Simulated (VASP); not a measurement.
# SnTe (F-43m) in VASP: further runs, part 2 of 2

VASP 6.6.1. The steps go on from the part before.

### Step 3. Single point, PBEsol, spin-orbit coupling, no magnetisation

The input, INCAR:

```
SYSTEM = SnTe
ALGO = Normal ; EDIFF = 1E-7
ENCUT = 350 ; GGA = PS
GGA_COMPAT = .False. ; ISIF = 2
ISMEAR = 0 ; LASPH = .True.
LCHARG = .False. ; LORBIT = 11
LREAL = .False. ; LSORBIT = .True.
LWAVE = .False. ; MAGMOM = 0 0 0 0 0 0
NBANDS = 36 ; NELM = 100
PREC = Accurate ; SIGMA = 0.2
```

The input, KPOINTS:

```
k-points
0
Gamma
  6 6 6
  0 0 0
```

The input, POSCAR:

```
SnTe
1.0
    0.0000000000      3.6111460000      3.6111460000
    3.6111460000      0.0000000000      3.6111460000
    3.6111460000      3.6111460000      0.0000000000
Te Sn
1 1
Direct
    0.2500000000      0.2500000000      0.2500000000
    0.0000000000      0.0000000000      0.0000000000
```

Potentials or basis: VASP PAW PBE potentials, release 64 (Te, Sn_d).

On the command line:

```console
> cat potpaw_PBE.64/Te/POTCAR potpaw_PBE.64/Sn_d/POTCAR > POTCAR
> mpirun -np 1 vasp_ncl > vasp.out
```

OUTCAR:

```text
SYSTEM = SnTe
   EDIFF = 1E-7
   ENCUT = 350
   GGA = PS
   ISIF = 2
   ISMEAR = 0
   LASPH = .True.
   LORBIT = 11
   LREAL = .False.
   LSORBIT = .True.
   NELM = 100
   PREC = Accurate

 Found     22 irreducible k-points:

 Following reciprocal coordinates:
            Coordinates               Weight
  0.000000  0.000000  0.000000      1.000000
  0.166667  0.000000  0.000000      4.000000
 -0.166667  0.000000  0.000000      4.000000
  0.333333  0.000000  0.000000      4.000000
 -0.333333  0.000000  0.000000      4.000000
  0.500000  0.000000  0.000000      4.000000
   k-points           NKPTS =     22   k-points in BZ     NKDIM =     22   number of bands    NBANDS=     36
   number of dos      NEDOS =    301   number of ions     NIONS =      2
   total plane-waves  NPLWV =  32768
   dimension x,y,z NGX =    32 NGY =   32 NGZ =   32
   dimension x,y,z NGXF=    64 NGYF=   64 NGZF=   64
   ions per type =               1   1
   NGX,Y,Z   is equivalent  to a cutoff of  10.42, 10.42, 10.42 a.u.
   NGXF,Y,Z  is equivalent  to a cutoff of  20.83, 20.83, 20.83 a.u.
 SYSTEM =  SnTe
   PREC   = accura    normal or accurate (medium, high low for compatibility)
   ISTART =      0    job   : 0-new  1-cont  2-samecut
   ICHARG =      2    charge: 1-file 2-atom 10-const
   ISPIN  =      1    spin polarized calculation?
   LNONCOLLINEAR =      T non collinear calculations
   LSORBIT =      T    spin-orbit coupling
   LASPH  =      T    aspherical Exc in radial PAW
   ENCUT  =  350.0 eV  25.72 Ry    5.07 a.u.   7.79  7.79  7.79*2*pi/ulx,y,z
   NELM   =    100;   NELMIN=  2; NELMDL= -5     # of ELM steps
   EDIFF  = 0.1E-06   stopping-criterion for ELM
   LREAL  =      F    real-space projection
   EDIFFG = 0.1E-05   stopping-criterion for IOM
   NSW    =      0    number of steps for IOM
   IBRION =     -1    ionic relax: 0-MD 1-quasi-New 2-CG
   NFREE  =      0    steps in history (QN), initial steepest desc. (CG)
   ISIF   =      2    stress and relaxation
   ISYM   =      2    0-nonsym 1-usesym 2-fastsym
   POTIM  = 0.5000    time-step for ionic-motion
   TEBEG  =    0.0;   TEEND  =   0.0 temperature during run
   PSTRESS=    0.0 pullay stress
   NELECT =      20.0000    total number of electrons
   NUPDOWN=      -1.0000    fix difference up-down
   EMIN   =  10.00;   EMAX   =-10.00  energy-range for DOS
   EFERMI =   0.00;   METHOD = LEGACY
   ISMEAR =     0;   SIGMA  =   0.20  broadening in eV -4-tet -1-fermi 0-gaus
   EFERMI_NEDOS =   21; number of points for ismear=-14 and -15
[... 283 lines left out ...]

  FREE ENERGIE OF THE ION-ELECTRON SYSTEM (eV)
  ---------------------------------------------------
  free  energy   TOTEN  =        -7.7684187748 eV

  energy  without entropy=       -7.7606651108  energy(sigma->0) =       -7.76454194

 Spin-Orbit-Coupling matrix elements

 Ion:    1  E_soc:     -0.2304918
 l=   1
     0.0000000    -0.0384154    -0.0384154
    -0.0384154     0.0000000    -0.0384154
    -0.0384154    -0.0384154     0.0000000
 l=   2
     0.0000000     0.0000092     0.0000000     0.0000092    -0.0000091
     0.0000092     0.0000000    -0.0000068     0.0000092    -0.0000023
     0.0000000    -0.0000068     0.0000000    -0.0000068     0.0000000
     0.0000092     0.0000092    -0.0000068     0.0000000    -0.0000023
    -0.0000091    -0.0000023     0.0000000    -0.0000023     0.0000000
 l=   3
     0.0000000     0.0000000     0.0000000     0.0000000     0.0000000     0.0000000     0.0000000
     0.0000000     0.0000000     0.0000000     0.0000000     0.0000000     0.0000000     0.0000000
     0.0000000     0.0000000     0.0000000     0.0000000     0.0000000     0.0000000     0.0000000
     0.0000000     0.0000000     0.0000000     0.0000000     0.0000000     0.0000000     0.0000000
     0.0000000     0.0000000     0.0000000     0.0000000     0.0000000     0.0000000     0.0000000
     0.0000000     0.0000000     0.0000000     0.0000000     0.0000000     0.0000000     0.0000000
     0.0000000     0.0000000     0.0000000     0.0000000     0.0000000     0.0000000     0.0000000

 Ion:    2  E_soc:     -0.1055808
 l=   1
     0.0000000    -0.0114536    -0.0114536
    -0.0114536     0.0000000    -0.0114536
    -0.0114536    -0.0114536     0.0000000
 l=   2
     0.0000000    -0.0012447     0.0000000    -0.0012447    -0.0048985
    -0.0012447     0.0000000    -0.0036739    -0.0012447    -0.0012246
     0.0000000    -0.0036739     0.0000000    -0.0036739     0.0000000
    -0.0012447    -0.0012447    -0.0036739     0.0000000    -0.0012246
    -0.0048985    -0.0012246     0.0000000    -0.0012246     0.0000000
 l=   3
     0.0000000     0.0000000     0.0000000     0.0000000     0.0000000     0.0000000     0.0000000
     0.0000000     0.0000000     0.0000000     0.0000000     0.0000000     0.0000000     0.0000000
     0.0000000     0.0000000     0.0000000     0.0000000     0.0000000     0.0000000     0.0000000
     0.0000000     0.0000000     0.0000000     0.0000000     0.0000000     0.0000000     0.0000000
     0.0000000     0.0000000     0.0000000     0.0000000     0.0000000     0.0000000     0.0000000
     0.0000000     0.0000000     0.0000000     0.0000000     0.0000000     0.0000000     0.0000000
     0.0000000     0.0000000     0.0000000     0.0000000     0.0000000     0.0000000     0.0000000

 total charge

# of ion       s       p       d       tot
------------------------------------------
    1        1.395   1.939   0.016   3.350
    2        1.388   0.706   9.957  12.051
--------------------------------------------------
tot          2.783   2.645   9.973  15.401

 magnetization (x)

# of ion       s       p       d       tot
------------------------------------------
    1       -0.000   0.000  -0.000   0.000
    2        0.000  -0.000  -0.000  -0.000
--------------------------------------------------
tot         -0.000   0.000  -0.000   0.000

 magnetization (y)

# of ion       s       p       d       tot
------------------------------------------
    1        0.000   0.000   0.000   0.000
    2       -0.000   0.000   0.000   0.000
--------------------------------------------------
tot         -0.000   0.000   0.000   0.000

 magnetization (z)

# of ion       s       p       d       tot
------------------------------------------
    1       -0.000   0.000  -0.000   0.000
    2       -0.000  -0.000  -0.000  -0.000
--------------------------------------------------
tot         -0.000   0.000  -0.000  -0.000
```

OSZICAR:

```text
N       E                     dE             d eps       ncg     rms          rms(c)
DAV:   1     0.138200541765E+03    0.13820E+03   -0.71446E+03  1620   0.869E+02
DAV:   2     0.110410969805E+02   -0.12716E+03   -0.12163E+03  1688   0.259E+02
DAV:   3    -0.708852516448E+01   -0.18130E+02   -0.17803E+02  1876   0.105E+02
DAV:   4    -0.787845811400E+01   -0.78993E+00   -0.78860E+00  1888   0.246E+01
DAV:   5    -0.791030292339E+01   -0.31845E-01   -0.31843E-01  2224   0.450E+00    0.497E+00
DAV:   6    -0.777166924340E+01    0.13863E+00   -0.25252E-01  1968   0.287E+00    0.331E+00
DAV:   7    -0.776797630393E+01    0.36929E-02   -0.64752E-02  1928   0.971E-01    0.169E+00
DAV:   8    -0.776754462059E+01    0.43168E-03   -0.27273E-03  1780   0.391E-01    0.682E-01
DAV:   9    -0.776790942825E+01   -0.36481E-03   -0.11751E-03  1932   0.227E-01    0.157E-01
DAV:  10    -0.776821862845E+01   -0.30920E-03   -0.27690E-04  1668   0.106E-01    0.447E-02
DAV:  11    -0.776838560339E+01   -0.16697E-03   -0.13608E-04  1696   0.503E-02    0.204E-02
DAV:  12    -0.776841598624E+01   -0.30383E-04   -0.33798E-05  1732   0.250E-02    0.201E-02
DAV:  13    -0.776841764241E+01   -0.16562E-05   -0.34532E-06  1596   0.864E-03    0.949E-03
DAV:  14    -0.776841867693E+01   -0.10345E-05   -0.13495E-06  1512   0.545E-03    0.281E-03
DAV:  15    -0.776841877484E+01   -0.97913E-07   -0.14061E-07  1592   0.358E-03
   1 F= -.77684188E+01 E0= -.77645419E+01  d E =-.775366E-02  mag=     0.0000     0.0000    -0.0000
```

stdout:

```text
POSCAR found type information on POSCAR TeSn
 POSCAR found :  2 types and       2 ions
 scaLAPACK will be used
 -----------------------------------------------------------------------------
|                                                                             |
|                                                                             |
|     You enforced a specific xc type in the INCAR file but a different       |
|     I HOPE YOU KNOW WHAT YOU ARE DOING!                                     |
|                                                                             |
 -----------------------------------------------------------------------------

 LDA part: xc-table for (Slater+PW92), standard interpolation
 POSCAR, INCAR and KPOINTS ok, starting setup
 FFT: planning ... GRIDC
 FFT: planning ... GRID_SOFT
 FFT: planning ... GRID
 WAVECAR not read
 entering main loop
```

It took 81 s on 1 thread of Intel Xeon Platinum 8259CL at 2.50GHz (Skylake/Cascade Lake), shared host; peak memory 0.32 GiB.

These settings aren't checked as converged: the numbers below hold their error.

What came out:

```
Free energy                                           : -7.7684 eV
Pressure                                              : -1.5 GPa
Valence electrons inside the program's atomic spheres : Te 3.35; Sn 12.05
```

Caveat: the PAW data sets were made with another functional, which shifts forces and pressure a little.

### Step 4. Single point, PBEsol, spin-orbit coupling, no magnetisation

Edit INCAR of step 3 so:

```diff
@@ -9,2 +9,2 @@
 NBANDS = 36 ; NELM = 100
-PREC = Accurate ; SIGMA = 0.2
+PREC = Accurate ; SIGMA = 0.02
```

The input, KPOINTS:

```
k-points
0
Gamma
  7 7 7
  0 0 0
```

POSCAR is that of step 3.

On the command line:

```console
> cat potpaw_PBE.64/Te/POTCAR potpaw_PBE.64/Sn_d/POTCAR > POTCAR
> mpirun -np 1 vasp_ncl > vasp.out
```

Run time: 1.8 min. Hardware: 1 thread of Intel Xeon Platinum 8259CL at 2.50GHz (Skylake/Cascade Lake), shared host; peak memory 0.34 GiB.

The run converged, but some of its settings lie outside the range that counts as converged, so its numbers aren't taken as properties of the crystal.

What came out:

- Free energy: -7.7642 eV
- Pressure: -1.4 GPa
- Valence electrons inside the program's atomic spheres: Te 3.35; Sn 12.05

Caveat: the PAW data sets were made with another functional, which shifts forces and pressure a little.

### Step 5. Single point, PBEsol, spin-orbit coupling, no magnetisation

Edit INCAR of step 4 so:

```diff
@@ -2,3 +2,3 @@
 ALGO = Normal ; EDIFF = 1E-7
-ENCUT = 350 ; GGA = PS
+ENCUT = 500 ; GGA = PS
 GGA_COMPAT = .False. ; ISIF = 2
```

KPOINTS is that of step 4.

POSCAR is that of step 4.

On the command line:

```console
> cat potpaw_PBE.64/Te/POTCAR potpaw_PBE.64/Sn_d/POTCAR > POTCAR
> mpirun -np 1 vasp_ncl > vasp.out
```

Run time: 4.7 min. Hardware: 1 thread of Intel Xeon Platinum 8259CL at 2.50GHz (Skylake/Cascade Lake), shared host; peak memory 0.56 GiB.

These settings aren't checked as converged: the numbers below hold their error.

Results:

| Property | Result |
| --- | --- |
| Free energy | -7.7657 eV |
| Pressure | -1.3 GPa |
| Valence electrons inside the program's atomic spheres | Te 3.35; Sn 12.05 |

Caveat: the PAW data sets were made with another functional, which shifts forces and pressure a little.

### Step 6. For comparison

An earlier run on the cell as given: functional PBEsol; potentials or basis VASP PAW PBE potentials, release 64 (Te, Sn_d); cutoff 520 eV; k mesh 7 × 7 × 7; occupations fermi-dirac, width 0.05 eV; no spin polarisation.

* Pressure: -1.4 GPa
* Band gap on the k mesh: 0.28 eV, indirect (least direct gap 0.79 eV)
